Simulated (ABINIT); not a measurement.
# PbO (Litharge) in ABINIT: convergence with pawecutdg

PbO (Litharge):

```
CELL_PARAMETERS angstrom
3.99000 0.00000 0.00000
0.00000 3.99000 0.00000
0.00000 0.00000 5.01000
ATOMIC_POSITIONS crystal
Pb 0.50251 0.00029 0.76407
Pb 0.98947 0.50782 0.24743
O 0.49476 0.50656 0.99778
O 0.99373 0.01242 0.00824
```

The cell isn't the ideal one: atoms moved at random, drawn with an rms of 0.05 Å.

| Property | Result |
| --- | --- |
| Program | ABINIT 10.8.3 (patched build) |
| Task | single point |
| Functional | PBEsol |
| Potentials or basis | JTH PAW PBE v2.0 |
| Cutoff | 626 eV |
| k mesh | 4 × 4 × 4 |
| Occupations | fermi-dirac, width 0.1 eV |
| Spin | no spin polarisation |

These are the settings of the first run; the series varies pawecutdg, with any setting tied to it.

Hardware: 1 thread of Arm Neoverse V1, on a shared host.

| pawecutdg | energy less the tightest run, at zero smearing (meV/atom) | largest force (eV/Å) | SCF cycles | CPU time (s) | peak memory (GiB) |
| --- | --- | --- | --- | --- | --- |
| 23.7 | -0.04 | 0.519 | 33 | 240 | 0.16 |
| 27.6 | -0.04 | 0.517 | 33 | 240 | 0.17 |
| 34.5 | 0.02 | 0.517 | 33 | 240 | 0.17 |
| 41.4 | 0.04 | 0.516 | 34 | 250 | 0.18 |
| 50.6 | 0.03 | 0.517 | 32 | 230 | 0.19 |
| 62.1 | 0.00 | 0.518 | 35 | 250 | 0.21 |
| 75.9 | 0.00 | 0.518 | 38 | 270 | 0.23 |

Against the tightest run, the energy stays within 1 meV/atom from 23.7 on; the largest force stays within 0.005 eV/Å from 23.7 on. The tightest run that finished is the yardstick and may itself not be fully converged.

Caveat, for the tightest run too: the PAW data sets were made with another functional, which shifts forces and pressure a little.
